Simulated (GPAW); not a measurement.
Crystal: Mo.

```
CELL_PARAMETERS angstrom
-1.58381 1.58381 1.58381
1.58381 -1.58381 1.58381
1.58381 1.58381 -1.58381
ATOMIC_POSITIONS crystal
Mo 0.00000 0.00000 0.00000
```

```yaml
Program: GPAW 26.7.0
Task: single point
Functional: PBEsol
Potentials_or_basis: PAW data sets generated in the run's folder for this functional
Cutoff: 600 eV
Basis: pw
k_mesh: 12 × 12 × 12
Occupations: fermi-dirac, width 0.05 eV
Spin: no spin polarisation
```

On this cell: pressure -10.0 GPa; band gap on the k mesh none (metal or under the smearing width).

The same run follows on a disturbed copy (cell strained at random at fixed volume):

```
Mo
1.0
    -1.59439    1.59130    1.58454
     1.61239   -1.54306    1.55430
     1.60659    1.55526   -1.53630
Mo
1
Cartesian
  -0.0831 -0.0073 -0.0091
```

What does the disturbed cell give?

The energy (extrapolated to zero smearing) moves by +12.2 meV/atom; pressure -9.7 GPa; band gap on the k mesh none (metal or under the smearing width).

Stress tensor (GPa, compression positive):
```
-14.90  -0.80  -1.22
 -0.80  -7.58  -3.09
 -1.22  -3.09  -6.69
```
